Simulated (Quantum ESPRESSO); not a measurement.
# SiC (Moissanite) (P6_3mc) in Quantum ESPRESSO: further runs

The runs below take SiC (Moissanite) through single point, equation of state, with PBE.

All numbers are computed with Quantum ESPRESSO 7.5; they aren't measurements. Logs are shortened: lines on timing, memory, paths and dates and some standing lists are left out, and cuts for length are marked.

## 1. The structure

The structure is hexagonal, space group P6_3mc (No. 186). The conventional cell has a = 3.076 Å, b = 3.076 Å, c = 5.048 Å, α = 90.00°, β = 90.00°, γ = 120.00°. Si (site symmetry 3m) has 4 C at 1.87 to 1.94 Å as nearest neighbours. Around C (site symmetry 3m) lie 4 Si at 1.87 to 1.94 Å.

## 2. Single point, PBE, 9.72 Å³/atom

The input, pw.in:

```
&CONTROL
  calculation = 'scf'
  prefix = 'pwscf'
  outdir = './tmp'
  pseudo_dir = './pseudo'
  tprnfor = .true.
  tstress = .true.
  disk_io = 'nowf'
/
&SYSTEM
  ibrav = 0
  nat = 4
  ntyp = 2
  ecutwfc = 82
  nbnd = 14
  occupations = 'smearing'
  smearing = 'fd'
  degauss = 0.00367493
/
&ELECTRONS
  conv_thr = 8d-10
  electron_maxstep = 120
  mixing_beta = 0.5
/
ATOMIC_SPECIES
Si    28.0850 Si.upf
C     12.0110 C.upf
CELL_PARAMETERS angstrom
   3.0132068704    0.0000000000    0.0000000000
  -1.5066034352    2.6095136966    0.0000000000
   0.0000000000    0.0000000000    4.9449506768
ATOMIC_POSITIONS crystal
Si     0.6666666667    0.3333333333    0.5000000000
Si     0.3333333333    0.6666666667    0.0000000000
C      0.6666666667    0.3333333333    0.8850000000
C      0.3333333333    0.6666666667    0.3850000000
K_POINTS automatic
10 10 5 0 0 0
```

Potentials or basis: Ansatz NC SR PBE.

Run with:

```bash
$ OMP_NUM_THREADS=1 pw.x -in pw.in > pw.out
```

pw.out:

```text
[... set-up lines left out ...]
     Self-consistent Calculation

     iteration #  1     ecut=    82.00 Ry     beta= 0.50
     Davidson diagonalization with overlap
     ethr =  1.00E-02,  avg # of iterations =  3.8

     total energy              =     -40.85512975 Ry
     estimated scf accuracy    <       0.94028505 Ry

     iteration #  2     ecut=    82.00 Ry     beta= 0.50
     Davidson diagonalization with overlap
     ethr =  5.88E-03,  avg # of iterations =  2.1

     total energy              =     -41.07401464 Ry
     estimated scf accuracy    <       0.03528214 Ry

     iteration #  3     ecut=    82.00 Ry     beta= 0.50
     Davidson diagonalization with overlap
     ethr =  2.21E-04,  avg # of iterations =  5.0

     total energy              =     -41.07675673 Ry
     estimated scf accuracy    <       0.00664755 Ry

     iteration #  4     ecut=    82.00 Ry     beta= 0.50
     Davidson diagonalization with overlap
     ethr =  4.15E-05,  avg # of iterations =  2.9

     total energy              =     -41.07709859 Ry
     estimated scf accuracy    <       0.00133819 Ry

     iteration #  5     ecut=    82.00 Ry     beta= 0.50
     Davidson diagonalization with overlap
     ethr =  8.36E-06,  avg # of iterations =  4.7

     total energy              =     -41.07745625 Ry
     estimated scf accuracy    <       0.00014380 Ry

     iteration #  6     ecut=    82.00 Ry     beta= 0.50
     Davidson diagonalization with overlap
     c_bands:  1 eigenvalues not converged
     ethr =  8.99E-07,  avg # of iterations =  3.3

     total energy              =     -41.07748644 Ry
     estimated scf accuracy    <       0.00000112 Ry

     iteration #  7     ecut=    82.00 Ry     beta= 0.50
     Davidson diagonalization with overlap
     ethr =  6.97E-09,  avg # of iterations =  3.1

     total energy              =     -41.07748710 Ry
     estimated scf accuracy    <       0.00000010 Ry

     iteration #  8     ecut=    82.00 Ry     beta= 0.50
     Davidson diagonalization with overlap
     ethr =  6.35E-10,  avg # of iterations =  1.9

     total energy              =     -41.07748710 Ry
     estimated scf accuracy    <       0.00000003 Ry

     iteration #  9     ecut=    82.00 Ry     beta= 0.50
     Davidson diagonalization with overlap
     ethr =  1.71E-10,  avg # of iterations =  2.0

     End of self-consistent calculation

          k = 0.0000 0.0000 0.0000 (  3309 PWs)   bands (ev):

    -5.6337  -1.8892   1.5250   9.0190   9.0190  10.3344  10.3344  10.6044
    15.7593  17.2478  17.4644  17.4644  18.7078  19.7306

          k = 0.0000 0.0000 0.1219 (  3303 PWs)   bands (ev):

    -5.4295  -2.6582   2.6281   9.1288   9.1288   9.5165  10.1908  10.1908
    15.9406  17.5172  17.5172  17.9685  18.2799  19.2882

          k = 0.0000 0.0000 0.2437 (  3273 PWs)   bands (ev):

    -4.8255  -3.8582   4.7985   7.2513   9.4302   9.4302   9.8345   9.8345
    16.4697  17.2852  17.8172  17.8175  18.4654  19.4810

          k = 0.0000 0.1155 0.0000 (  3301 PWs)   bands (ev):

    -5.4515  -1.7333   1.6974   8.0616   8.7119   9.7070  10.2348  10.4796
    16.1448  17.1038  17.6683  17.8742  18.7818  19.5567

          k = 0.0000 0.1155 0.1219 (  3278 PWs)   bands (ev):

    -5.2480  -2.4924   2.7809   8.2006   8.8332   9.1814   9.8599  10.0583
    16.2145  17.0639  17.9550  18.1143  18.5613  19.1204

          k = 0.0000 0.1155 0.2437 (  3285 PWs)   bands (ev):

    -4.6464  -3.6837   4.9050   7.2491   8.6021   9.1703   9.1765   9.6341
    16.5481  17.0794  17.7884  18.1998  18.3088  18.9840

          k = 0.0000 0.2309 0.0000 (  3276 PWs)   bands (ev):

    -4.9115  -1.2851   2.1973   6.1050   8.0799   8.2292   9.9157  10.0366
    15.2475  17.2115  18.0216  18.6049  18.6094  19.9510

          k = 0.0000 0.2309 0.1219 (  3289 PWs)   bands (ev):

    -4.7103  -2.0093   3.1941   6.3134   7.7530   8.2176   9.6436   9.6860
    15.1607  16.8333  17.6554  18.8502  19.0228  20.0199

          k = 0.0000 0.2309 0.2437 (  3276 PWs)   bands (ev):

    -4.1165  -3.1697   5.0463   6.6350   7.0336   8.3228   8.6060   9.1572
    15.3576  16.1576  17.9731  18.8220  19.4634  20.2546

          k = 0.0000 0.3464 0.0000 (  3294 PWs)   bands (ev):

    -4.0392  -0.6405   2.8767   4.2066   6.4875   7.4776   9.1507   9.5164
    14.2245  15.8511  18.2359  18.5246  19.1678  20.4754

          k = 0.0000 0.3464 0.1219 (  3287 PWs)   bands (ev):

    -3.8431  -1.2743   3.3465   4.8398   5.9491   7.6256   9.2446   9.2501
    14.2179  15.4086  17.3684  19.0518  19.4737  20.5765

          k = 0.0000 0.3464 0.2437 (  3295 PWs)   bands (ev):

    -3.2665  -2.3569   4.0655   4.9387   6.5804   8.0458   8.4061   8.6524
    14.3389  15.1595  16.8775  18.3244  20.3087  21.6583

          k = 0.0000 0.4619 0.0000 (  3288 PWs)   bands (ev):

    -2.9192  -0.2440   2.4576   4.2524   4.8688   7.0724   7.9390   9.2140
    13.5388  15.0937  17.9519  18.1729  19.9411  20.9002

          k = 0.0000 0.4619 0.1219 (  3286 PWs)   bands (ev):

    -2.7346  -0.5819   2.2041   4.1903   5.3485   7.2254   8.4752   8.9284
    13.6920  14.4416  17.4259  18.8020  18.8726  20.7517

          k = 0.0000 0.4619 0.2437 (  3302 PWs)   bands (ev):

    -2.1995  -1.3959   2.4246   3.1867   7.1434   7.6614   8.2957   8.5544
    13.7552  14.3760  16.1049  17.1121  20.4007  22.0479

          k = 0.0000-0.5774 0.0000 (  3298 PWs)   bands (ev):

    -2.0937  -0.6085   2.4409   3.8996   4.9393   6.9314   7.1569   9.1039
    13.3003  14.8710  17.8116  18.0298  21.0846  21.2152

          k = 0.0000-0.5774 0.1219 (  3298 PWs)   bands (ev):

    -1.9278  -0.6230   1.9140   3.2393   5.8942   7.0859   7.8971   8.8125
    13.5267  14.1284  17.6709  18.4385  18.6816  20.5914

          k = 0.0000-0.5774 0.2437 (  3302 PWs)   bands (ev):

    -1.4691  -0.9011   1.6460   2.2283   7.5239   7.5266   8.1691   8.5242
    13.6180  13.9974  16.1513  16.3100  20.3567  22.0452

          k = 0.1000 0.1732 0.0000 (  3287 PWs)   bands (ev):

    -5.0902  -1.4306   2.0345   6.8347   7.8416   8.9798   9.8359  10.2116
    16.4982  16.6086  17.8583  18.2505  18.8242  19.3700

          k = 0.1000 0.1732 0.1219 (  3288 PWs)   bands (ev):

    -4.8883  -2.1676   3.0676   7.0148   7.8790   8.5608   9.6115   9.7641
    16.2286  16.6245  17.8093  18.2292  19.2333  19.2597

          k = 0.1000 0.1732 0.2437 (  3280 PWs)   bands (ev):

    -4.2917  -3.3392   5.0506   6.9884   7.5548   8.3293   8.7803   9.1034
    16.2428  16.5728  17.9441  18.0716  19.3684  19.4909

          k = 0.1000 0.2887 0.0000 (  3286 PWs)   bands (ev):

    -4.3825  -0.8749   2.6572   5.0836   6.7118   7.7504   9.2642   9.5813
    15.5127  16.3848  18.0274  18.3362  18.7197  19.9643

          k = 0.1000 0.2887 0.1219 (  3293 PWs)   bands (ev):

    -4.1841  -1.5529   3.4739   5.4186   6.5607   7.4998   8.9559   9.5456
    15.3393  16.3857  17.1283  18.7301  19.2263  20.3661

          k = 0.1000 0.2887 0.2437 (  3286 PWs)   bands (ev):

    -3.5998  -2.6730   4.7342   5.7495   6.6310   7.6738   8.2726   8.5966
    15.3503  15.9910  17.5887  18.6469  19.8227  19.8339

          k = 0.1000 0.4041 0.0000 (  3296 PWs)   bands (ev):

    -3.3734  -0.2798   2.9226   4.0354   5.5244   6.6589   8.5367   8.7968
    14.7478  15.1817  18.0366  18.6499  19.5804  20.9911

          k = 0.1000 0.4041 0.1219 (  3287 PWs)   bands (ev):

    -3.1829  -0.7892   2.8671   4.8689   5.2086   6.7142   8.4137   8.9840
    14.6178  15.2643  17.2345  18.4510  19.7539  20.7317

          k = 0.1000 0.4041 0.2437 (  3292 PWs)   bands (ev):

    -2.6260  -1.7631   3.2618   4.0527   6.7091   7.2827   7.7358   8.7297
    14.5507  15.3127  16.6751  17.9746  19.6205  20.9955

          k = 0.1000 0.5196 0.0000 (  3295 PWs)   bands (ev):

    -2.2509  -0.3779   2.5084   4.2278   4.8549   6.2270   7.3950   8.5394
    14.3776  14.5458  17.8641  18.7784  20.6599  20.9718

          k = 0.1000 0.5196 0.1219 (  3297 PWs)   bands (ev):

    -2.0791  -0.4769   2.0568   3.6053   5.6763   6.5124   7.9460   8.3412
    14.2933  14.6163  17.7274  18.1690  18.8280  21.5150

          k = 0.1000 0.5196 0.2437 (  3295 PWs)   bands (ev):

    -1.5948  -0.9392   1.9567   2.6029   6.5768   7.3311   7.7793   8.7462
    14.0890  14.8469  16.3398  17.0178  19.3510  21.4003

          k = 0.2000 0.3464 0.0000 (  3290 PWs)   bands (ev):

    -3.5313  -0.3260   3.1733   4.3616   5.2175   6.7535   8.2023   8.8150
    14.9474  16.7231  18.0523  18.0959  19.4064  20.3907

          k = 0.2000 0.3464 0.1219 (  3290 PWs)   bands (ev):

    -3.3391  -0.8839   3.3285   5.1744   5.2242   6.3207   7.8390   9.1679
    15.3767  16.1625  17.2160  18.3079  19.9452  20.5725

          k = 0.2000 0.3464 0.2437 (  3276 PWs)   bands (ev):

    -2.7762  -1.8979   3.8313   4.5927   6.3557   6.7743   7.3270   8.7619
    15.4962  15.7718  17.6787  18.5116  19.4626  20.1258

          k = 0.2000 0.4619 0.0000 (  3299 PWs)   bands (ev):

    -2.4423  -0.0965   2.9448   4.2854   4.8913   5.5020   7.4964   7.7871
    13.8676  16.6701  18.4334  19.4260  19.9583  21.1411

          k = 0.2000 0.4619 0.1219 (  3288 PWs)   bands (ev):

    -2.2646  -0.3415   2.5949   4.1175   5.1231   5.9506   7.0741   8.4686
    14.4269  16.5576  17.1430  18.7372  20.1235  20.6907

          k = 0.2000 0.4619 0.2437 (  3291 PWs)   bands (ev):

    -1.7558  -1.0184   2.6673   3.3285   5.4275   6.1660   7.7406   8.8749
    15.0143  15.6945  17.2970  17.6536  19.5733  20.4084

          k = 0.2000 0.5774 0.0000 (  3304 PWs)   bands (ev):

    -1.6174  -0.4925   2.9241   4.1983   4.6260   5.5937   7.0246   7.2823
    13.4815  16.5391  18.6515  19.9422  20.4601  20.9705

          k = 0.2000 0.5774 0.1219 (  3299 PWs)   bands (ev):

    -1.4654  -0.4780   2.4561   3.5224   4.6558   6.6013   6.7772   7.8936
    14.0581  16.6222  17.3925  18.4073  19.9140  21.5681

          k = 0.2000 0.5774 0.2437 (  3279 PWs)   bands (ev):

    -1.0613  -0.6243   2.0957   2.5549   5.1242   5.9125   8.1520   8.7870
    14.7323  15.8169  16.9654  17.2281  19.4371  20.4028

          k = 0.3000 0.5196 0.0000 (  3292 PWs)   bands (ev):

    -1.4025  -0.4320   3.4173   3.5923   4.5761   5.7982   6.5003   6.9224
    12.9730  18.3787  19.2177  19.5660  20.6512  20.7021

          k = 0.3000 0.5196 0.1219 (  3286 PWs)   bands (ev):

    -1.2585  -0.4118   2.9589   3.4455   4.0239   6.0138   6.8187   7.7778
    13.7837  17.3632  18.1920  18.3718  20.6677  21.6253

          k = 0.3000 0.5196 0.2437 (  3289 PWs)   bands (ev):

    -0.8852  -0.5127   2.4559   2.7895   4.2920   5.1054   8.3181   8.7793
    15.4417  15.7348  16.5148  17.6761  20.9025  21.3007

     the Fermi energy is    11.7923 ev

!    total energy              =     -41.07748710 Ry
     estimated scf accuracy    <          4.7E-11 Ry
     smearing contrib. (-TS)   =      -0.00000000 Ry
     internal energy E=F+TS    =     -41.07748710 Ry

     The total energy is F=E-TS. E is the sum of the following terms:
     one-electron contribution =      12.23673715 Ry
     hartree contribution      =       4.67175974 Ry
     xc contribution           =     -15.32593724 Ry
     ewald contribution        =     -42.66004676 Ry

     convergence has been achieved in   9 iterations

     Forces acting on atoms (cartesian axes, Ry/au):

     atom    1 type  1   force =    -0.00000000   -0.00000000    0.03356295
     atom    2 type  1   force =     0.00000000    0.00000000    0.03356295
     atom    3 type  2   force =     0.00000000    0.00000000   -0.03356295
     atom    4 type  2   force =     0.00000000    0.00000000   -0.03356295

     Total force =     0.067126     Total SCF correction =     0.000003

     Computing stress (Cartesian axis) and pressure

          total   stress  (Ry/bohr**3)                   (kbar)     P=      196.71
   0.00151398   0.00000000   0.00000000          222.71        0.00        0.00
   0.00000000   0.00151398   0.00000000            0.00      222.71        0.00
   0.00000000   0.00000000   0.00098366            0.00        0.00      144.70

=------------------------------------------------------------------------------=
   JOB DONE.
=------------------------------------------------------------------------------=
```

Wall time 31 s (1 thread of Arm Neoverse V1, shared host); peak memory 0.08 GiB.

What came out:

```yaml
Free_energy: -558.8877 eV
Pressure: 19.7 GPa
Largest_force: 0.863 eV/Å
Band_gap_on_the_k_mesh: 2.37 eV, indirect (least direct gap 4.20 eV)
```

Caveat: an odd mesh through Γ misses points on the zone boundary, where band edges often lie.

## 3. Single point, PBE, 9.93 Å³/atom

Changes to pw.in since step 2:

```diff
@@ -28,5 +28,5 @@
 CELL_PARAMETERS angstrom
-   3.0132068704    0.0000000000    0.0000000000
-  -1.5066034352    2.6095136966    0.0000000000
-   0.0000000000    0.0000000000    4.9449506768
+   3.0344273363    0.0000000000    0.0000000000
+  -1.5172136681    2.6278911591    0.0000000000
+   0.0000000000    0.0000000000    4.9797754205
 ATOMIC_POSITIONS crystal
```

Potentials or basis: Ansatz NC SR PBE.

Run with:

```bash
$ OMP_NUM_THREADS=1 pw.x -in pw.in > pw.out
```

It took 32 s on 1 thread of Arm Neoverse V1, shared host; peak memory 0.08 GiB.

The run converged. Its results:

| Property | Result |
| --- | --- |
| Free energy | -558.9741 eV |
| Pressure | 13.9 GPa |
| Largest force | 0.827 eV/Å |
| Band gap on the k mesh | 2.41 eV, indirect (least direct gap 4.15 eV) |

Caveat: an odd mesh through Γ misses points on the zone boundary, where band edges often lie.

## 4. Single point, PBE, 10.13 Å³/atom

Changes to pw.in since step 3:

```diff
@@ -28,5 +28,5 @@
 CELL_PARAMETERS angstrom
-   3.0344273363    0.0000000000    0.0000000000
-  -1.5172136681    2.6278911591    0.0000000000
-   0.0000000000    0.0000000000    4.9797754205
+   3.0553550827    0.0000000000    0.0000000000
+  -1.5276775413    2.6460151191    0.0000000000
+   0.0000000000    0.0000000000    5.0141197845
 ATOMIC_POSITIONS crystal
```

Run with:

```bash
$ OMP_NUM_THREADS=1 pw.x -in pw.in > pw.out
```

Run time: 32 s. Hardware: 1 thread of Arm Neoverse V1, shared host; peak memory 0.08 GiB.

It converged, with:

| Item | Value |
| --- | --- |
| Free energy | -559.0320 eV |
| Pressure | 8.6 GPa |
| Largest force | 0.792 eV/Å |
| Band gap on the k mesh | 2.44 eV, indirect (least direct gap 4.11 eV) |

Caveat: an odd mesh through Γ misses points on the zone boundary, where band edges often lie.

## 5. Single point, PBE, 10.34 Å³/atom

Changes to pw.in since step 4:

```diff
@@ -28,5 +28,5 @@
 CELL_PARAMETERS angstrom
-   3.0553550827    0.0000000000    0.0000000000
-  -1.5276775413    2.6460151191    0.0000000000
-   0.0000000000    0.0000000000    5.0141197845
+   3.0760000000    0.0000000000    0.0000000000
+  -1.5380000000    2.6638941420    0.0000000000
+   0.0000000000    0.0000000000    5.0480000000
 ATOMIC_POSITIONS crystal
```

Run with:

```bash
$ OMP_NUM_THREADS=1 pw.x -in pw.in > pw.out
```

It took 33 s on 1 thread of Arm Neoverse V1, shared host; peak memory 0.08 GiB.

Results (log left out):

```yaml
Free_energy: -559.0641 eV
Pressure: 3.9 GPa
Largest_force: 0.760 eV/Å
Band_gap_on_the_k_mesh: 2.47 eV, indirect (least direct gap 4.07 eV)
```

Caveat: an odd mesh through Γ misses points on the zone boundary, where band edges often lie.

## 6. Single point, PBE, 10.55 Å³/atom

Changes to pw.in since step 5:

```diff
@@ -28,5 +28,5 @@
 CELL_PARAMETERS angstrom
-   3.0760000000    0.0000000000    0.0000000000
-  -1.5380000000    2.6638941420    0.0000000000
-   0.0000000000    0.0000000000    5.0480000000
+   3.0963714546    0.0000000000    0.0000000000
+  -1.5481857273    2.6815363392    0.0000000000
+   0.0000000000    0.0000000000    5.0814314379
 ATOMIC_POSITIONS crystal
```

Potentials or basis: Ansatz NC SR PBE.

Run with:

```bash
$ OMP_NUM_THREADS=1 pw.x -in pw.in > pw.out
```

It took 33 s on 1 thread of Arm Neoverse V1, shared host; peak memory 0.08 GiB.

The run converged. Its results:

```
Free energy            : -559.0728 eV
Pressure               : -0.5 GPa
Largest force          : 0.729 eV/Å
Band gap on the k mesh : 2.51 eV, indirect (least direct gap 4.03 eV)
```

Caveat: an odd mesh through Γ misses points on the zone boundary, where band edges often lie.

## 7. Single point, PBE, 10.75 Å³/atom

Changes to pw.in since step 6:

```diff
@@ -28,5 +28,5 @@
 CELL_PARAMETERS angstrom
-   3.0963714546    0.0000000000    0.0000000000
-  -1.5481857273    2.6815363392    0.0000000000
-   0.0000000000    0.0000000000    5.0814314379
+   3.1164783262    0.0000000000    0.0000000000
+  -1.5582391631    2.6989494007    0.0000000000
+   0.0000000000    0.0000000000    5.1144286705
 ATOMIC_POSITIONS crystal
```

Run with:

```bash
$ OMP_NUM_THREADS=1 pw.x -in pw.in > pw.out
```

Run time: 34 s. Hardware: 1 thread of Arm Neoverse V1, shared host; peak memory 0.09 GiB.

The run converged. Its results:

```
Free energy            : -559.0601 eV
Pressure               : -4.4 GPa
Largest force          : 0.700 eV/Å
Band gap on the k mesh : 2.51 eV, indirect (least direct gap 3.99 eV)
```

Caveat: an odd mesh through Γ misses points on the zone boundary, where band edges often lie.

## 8. Single point, PBE, 10.96 Å³/atom

Changes to pw.in since step 7:

```diff
@@ -28,5 +28,5 @@
 CELL_PARAMETERS angstrom
-   3.1164783262    0.0000000000    0.0000000000
-  -1.5582391631    2.6989494007    0.0000000000
-   0.0000000000    0.0000000000    5.1144286705
+   3.1363290418    0.0000000000    0.0000000000
+  -1.5681645209    2.7161406248    0.0000000000
+   0.0000000000    0.0000000000    5.1470055276
 ATOMIC_POSITIONS crystal
```

Run with:

```bash
$ OMP_NUM_THREADS=1 pw.x -in pw.in > pw.out
```

Wall time 34 s (1 thread of Arm Neoverse V1, shared host); peak memory 0.09 GiB.

Results (log left out):

| Item | Value |
| --- | --- |
| Free energy | -559.0281 eV |
| Pressure | -8.0 GPa |
| Largest force | 0.672 eV/Å |
| Band gap on the k mesh | 2.48 eV, indirect (least direct gap 3.95 eV) |

Caveat: an odd mesh through Γ misses points on the zone boundary, where band edges often lie.

## 9. Equation of state, PBE

Potentials or basis: Ansatz NC SR PBE.

No new run: the results of the series are fitted here.

What came out:

```
Equilibrium volume                        : 10.53 Å³/atom
Bulk modulus at fixed shape and positions : 212 GPa
Pressure derivative of the bulk modulus   : 3.9
```

Energy against volume, from the lowest point:
| volume (Å³/atom) | energy (meV/atom) |
| --- | --- |
| 9.721 | 46.27 |
| 9.927 | 24.67 |
| 10.134 | 10.18 |
| 10.341 | 2.16 |
| 10.548 | 0.00 |
| 10.755 | 3.17 |
| 10.961 | 11.16 |

Caveat: the cell was scaled at fixed shape and fractional positions, which overstates the stiffness of a crystal with free parameters, most of all of layers and chains.
